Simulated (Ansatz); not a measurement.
The geometry is COD entry 9012192, unchecked; take it as a test cell. The listed cell was then made from it by scaling, straining or moving an atom.

WS$_{2}$: DFT, LDA, PAW with Ansatz's default frozen-core files, scalar-relativistic (Ansatz 0.2.0). What sets it apart from a plain run of this crystal: volume scaled by 1.06.

Command: `ansatz run input.yaml --threads 1 --pin off --max-ram 6144MiB --backend cpu --events-out ev --progress --plain --runs-dir out` The run took 22 s on 1 thread of Arm Neoverse V2, with other jobs on the host, peak memory 0.54 GiB.

```yaml
crystal:
  lattice:
    - [1.6099690384, 0.9295160577, 6.2842102968]
    - [-1.6099690384, 0.9295160577, 6.2842102968]
    - [0.0, -1.8590321154, 6.2842102968]
  atoms:
    - { symbol: W, position: [0.0, 0.0, 0.0] }
    - { symbol: S, position: [0.7503, 0.7503, 0.7503] }
    - { symbol: S, position: [0.581, 0.581, 0.581] }
kpoints:
  mp_grid: { grid: [13, 13, 13] }
scf:
  occupations: { method: fermi_dirac, width: 0.08 }
hamiltonian:
  xc: lda
  pseudopotentials: { kind: paw }
output:
  forces: true
  stress: true
  eigenvalues: true
  efg: { contact_densities: true }
```

Output (standing set-up lines are left out):

```
basis.fft_grid_basis auto: the FFT boxes are laid along the combinations [[1, 0, -1], [0, 1, -1], [0, 0, 1]] of the cell's own vectors, 3.220, 3.220 and 6.553 Å long. The dense box has 24×24×45 points. Along the cell's own vectors, as sized, it would have 45×45×45, 3.52 times as many. Of the 6 symmetry operations that the crystal satisfies within crystal.symmetry.tolerance (time reversal apart; of a slab, those that keep its plane) the dense box along the cell's own vectors carries 6, and the one as laid loses 4 of those. basis.fft_grid_basis: typed keeps the cell's own vectors: state it where this run's energies or levels are differenced outside the engine with another run's, or held beside a run that keeps those vectors.
Crystal: 3 atoms, lattice volume = 56.426 Å³
Basis set: ecut = 420 eV, 1119 PW (Γ), FFT grids on a1−a3, a2−a3, a3
SCF iter   1: F=—  HF=-11871.520478 eV  |F-HF|=—  |Δ(HF+E_count)|=         —  Δρ=1.00e-2  dr2=1.01e-1  ethr=1.77e-3  ⟨swp⟩=5.4  Hψ=21627  notcnv=0
preconditioner: auto → none  [insulator: Δε(μ)=1.030 eV  Ē_g=8.326 eV  σ=0.080 eV  W_gap=0.99  n_scr=16 (ndim 8)  ℏωp=21.0 eV  f_vac=0.020  D(μ)=0.00/eV (n_scr^D=0)  ε∞_Penn≈7.3]
SCF iter   2: F=—  HF=-11871.562050 eV  |F-HF|=—  |Δ(HF+E_count)|=   4.16e-2  Δρ=1.34e-2  dr2=3.63e-1  ethr=3.87e-4  ⟨swp⟩=3.5  Hψ=9036  notcnv=0  recentre
SCF iter   3: F=—  HF=-11871.506529 eV  |F-HF|=—  |Δ(HF+E_count)|=   5.55e-2  Δρ=4.26e-3  dr2=7.47e-3  ethr=3.87e-4  ⟨swp⟩=2.8  Hψ=6766  notcnv=0
SCF iter   4: F=—  HF=-11871.506153 eV  |F-HF|=—  |Δ(HF+E_count)|=   3.77e-4  Δρ=8.14e-4  dr2=2.02e-4  ethr=2.87e-5  ⟨swp⟩=1.2  Hψ=5565  notcnv=0
SCF iter   5: F=—  HF=-11871.506169 eV  |F-HF|=—  |Δ(HF+E_count)|=   1.59e-5  Δρ=1.84e-4  dr2=3.91e-5  ethr=7.78e-7  ⟨swp⟩=2.0  Hψ=5558  notcnv=0
SCF iter   6: F=—  HF=-11871.506161 eV  |F-HF|=—  |Δ(HF+E_count)|=   7.77e-6  Δρ=1.13e-4  dr2=3.21e-6  ethr=1.50e-7  ⟨swp⟩=2.1  Hψ=5155  notcnv=0
SCF iter   7: F=—  HF=-11871.506161 eV  |F-HF|=—  |Δ(HF+E_count)|=   8.35e-8  Δρ=2.55e-5  dr2=4.84e-7  ethr=1.23e-8  ⟨swp⟩=2.0  Hψ=6000  notcnv=0
SCF iter   8: F=-11871.506161 eV  HF=-11871.506161 eV  |F-HF|=1.89e-8  |Δ(HF+E_count)|=   1.36e-7  Δρ=6.74e-6  dr2=2.84e-8  ethr=3.85e-10  ⟨swp⟩=5.4  Hψ=15549  notcnv=0
SCF 1 converged in 8 iterations: F = -11871.506161 eV  dr2 = 2.84e-8
  greatest PAW one-centre occupation: 1.000 electrons in one spin orbital (limit 2), on the W atom at site 0 (counted from 0), in its partial waves of l = 0
SCF converged after 8 iterations
Free energy (F): -11871.506161 eV
Harris-Foulkes:  -11871.506161 eV  (|F-HF|=1.89e-8)
Internal energy: -11871.506123 eV  (E = F + TS)
E sigma→0 (E₀):  -11871.506142 eV
Entropy (-TS):   -0.000037 eV (-0.012 meV/atom)
Fermi energy:    10.897104 eV
--- Per-component energies (eV) ---
  E_band       = -214.489816
  E_kinetic    = 662.606342
  E_local      = -1803.663640  (includes V_loc(G=0)·N_el)
  E_nonlocal   = 64.958382
  E_hartree    = 708.126120
  E_xc         = -456.842975
  E_vxc        = -413.512734  (∫ρ·V_xc dr)
  E_paw        = -9446.986114  (= ΣΔE_a)
  E_vpaw       = -141.130921  (= ΣTr[D̂ρ^β])
  E_aug_tail   = -0.000061  (compensation charges beyond the density's cutoff)
  E_ewald      = -1600.293725
  E_core_change = 0.589548  (= ΣΔE_core)
  E_smearing   = -0.000037  (= −TS)
  E_closure    = -0.000000  (closes the sum)
  Σ components = -11871.506161   (vs F -11871.506161, Δ=0.00e0)
--- Forces (eV/Å), atoms counted from 1 ---
  atom   1  W      0.00000000    -0.00000000    -0.50755388
  atom   2  S     -0.00000000    -0.00000000    -0.94882069
  atom   3  S      0.00000000     0.00000000     1.45637469
  max |Σ_I F_I| component: 1.18e-7 eV/Å
--- Stress (GPa, compression-positive) ---
      -11.780102       0.000000      -0.000000
        0.000000     -11.780102       0.000000
       -0.000000       0.000000     -12.134169
  P = ⅓ Tr σ = -11.8981 GPa (-118.981 kbar)
--- PAW observables at the nuclei: V_zz in 10²¹ V/m², potentials from the cell's mean, atoms counted from 1 ---
  atom   1  W  V_zz =   -16.343301   η = 0.0000   by run symmetry: allowed
            electrostatic potential = -14804.944162 V   contact ρ = 8788633.190257 e/Å³
  atom   2  S  V_zz =    -4.518317   η = 0.0000   by run symmetry: allowed
            electrostatic potential = -1637.652312 V   contact ρ = 19607.472587 e/Å³
  atom   3  S  V_zz =    -3.758294   η = 0.0000   by run symmetry: allowed
            electrostatic potential = -1637.629744 V   contact ρ = 19608.017656 e/Å³
--- Band table (eV; the first three rows and the last of 231) ---
  k-point 0: bands = ["-64.1142", "-28.3445", "-28.2088", "-28.2088", "-4.6581", "-2.8600", "3.2501", "7.2002", "7.2002", "8.3441", "8.3441", "9.0171", "9.4119", "12.5670", "12.5670", "12.8477", "12.8477"]
  k-point 1: bands = ["-64.1134", "-28.3415", "-28.2257", "-28.2128", "-4.5645", "-2.8305", "3.3698", "6.9495", "7.2905", "7.9727", "8.1961", "9.1155", "9.4603", "12.4350", "12.6283", "12.6599", "12.8441"]
  k-point 2: bands = ["-64.1112", "-28.3333", "-28.2723", "-28.2238", "-4.2952", "-2.7455", "3.7033", "6.3435", "7.3061", "7.5327", "7.8509", "9.0495", "9.4132", "11.9699", "12.5499", "12.6827", "13.1651"]
  k-point 230: bands = ["-64.1134", "-28.3415", "-28.2257", "-28.2128", "-4.3573", "-3.2023", "4.3388", "6.7132", "6.9368", "7.2735", "8.2284", "8.3781", "10.3009", "12.5480", "12.5986", "12.6665", "12.8713"]
```
